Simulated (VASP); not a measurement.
## Te: relaxation of cell and atoms with LDA

Te:

```xyz
3
Lattice="4.4540 0.0000 0.0000 -2.2270 3.8573 0.0000 0.0000 0.0000 5.9240" Properties=species:S:1:pos:R:3 pbc="T T T"
Te    1.1981    0.0000    1.9747
Te   -0.5991    1.0376    3.9493
Te    1.6279    2.8197    0.0000
```

```json
{
 "Program": "VASP 6.6.1",
 "Task": "relaxation of cell and atoms",
 "Functional": "LDA",
 "Potentials or basis": "VASP PAW LDA potentials, release 64 (Te)",
 "Cutoff": "400 eV",
 "k mesh": "9 × 9 × 6",
 "Occupations": "gaussian, width 0.03 eV",
 "Spin": "no spin polarisation",
 "Target pressure": "2 GPa",
 "Pressure (GPa)": "2",
 "Further INCAR settings": "ALGO = Normal; EDIFF = 1e-06; IBRION = 2; EDIFFG = -0.003; NSW = 60; ISIF = 3"
}
```

```
Relaxed volume                                         : 29.94 Å³/atom
Relaxed cell                                           : a = 4.180 Å, b = 4.180 Å, c = 5.935 Å, α = 90.00°, β = 90.00°, γ = 120.00°
Space group after relaxing (to 0.05 Å)                 : P3_121 (No. 152)
Energy change on relaxing (the enthalpy is what falls) : -13.1 meV/atom
Ionic steps                                            : 15
Pressure after relaxing                                : 2.0 GPa
Band gap on the k mesh                                 : none (metal or under the smearing width)
```

The path:
| step | energy change (eV) | largest force (eV/Å) | pressure (GPa) | volume (Å³) |
| --- | --- | --- | --- | --- |
| 1 | 0.0000 | 0.0865 | -1.85 | 101.78 |
| 2 | 0.0948 | 0.7694 | 5.43 | 90.23 |
| 3 | -0.0032 | 0.4773 | 2.07 | 94.64 |
| 4 | -0.0235 | 0.3732 | 2.13 | 93.23 |
| 5 | -0.0232 | 0.1231 | 2.96 | 88.99 |
| 6 | -0.0550 | 0.0490 | 0.28 | 92.20 |
| 7 | -0.0422 | 0.0544 | 1.91 | 90.16 |
| 8 | -0.0420 | 0.0557 | 1.92 | 90.14 |
| 9 | -0.0419 | 0.0410 | 1.95 | 90.07 |
| 10 | -0.0406 | 0.0078 | 2.00 | 89.92 |
| 11 | -0.0406 | 0.0072 | 2.00 | 89.91 |
| 12 | -0.0403 | 0.0020 | 1.98 | 89.89 |
| 13 | -0.0401 | 0.0013 | 1.96 | 89.87 |
| 14 | -0.0371 | 0.0030 | 2.12 | 89.63 |
| 15 | -0.0393 | 0.0002 | 2.00 | 89.81 |

Final structure:
```cif
data_structure
_symmetry_space_group_name_H-M 'P 1'
_symmetry_Int_Tables_number 1
_cell_length_a 4.1800
_cell_length_b 4.1800
_cell_length_c 5.9351
_cell_angle_alpha 90.000
_cell_angle_beta 90.000
_cell_angle_gamma 120.000
_cell_volume 89.81
loop_
_atom_site_label
_atom_site_type_symbol
_atom_site_fract_x
_atom_site_fract_y
_atom_site_fract_z
_atom_site_occupancy
Te1 Te 0.29472 0.00000 0.33333 1
Te2 Te 0.00000 0.29472 0.66667 1
Te3 Te 0.70528 0.70528 0.00000 1
```

Levels at points of the mesh, in eV from the Fermi level:
```
           k point  band 6  band 7  band 8  band 9  band 10  band 11  band 12  band 13
(0.00, 0.00, 0.00)   -2.50   -1.87   -1.87   -1.37     1.06     1.06     1.83     4.67
(0.00, 0.00, 0.50)   -2.71   -1.19   -0.73   -0.73     0.10     0.31     0.31     3.37
```

It took 2.4 min on 1 thread of Intel(R) Xeon(R) 6975P-C (Granite Rapids), on a shared host, peak memory 0.18 GiB.

Caveat: the cell is relaxed towards a set pressure, so the enthalpy falls and the energy may rise. LDA usually gives volumes a few per cent too small.
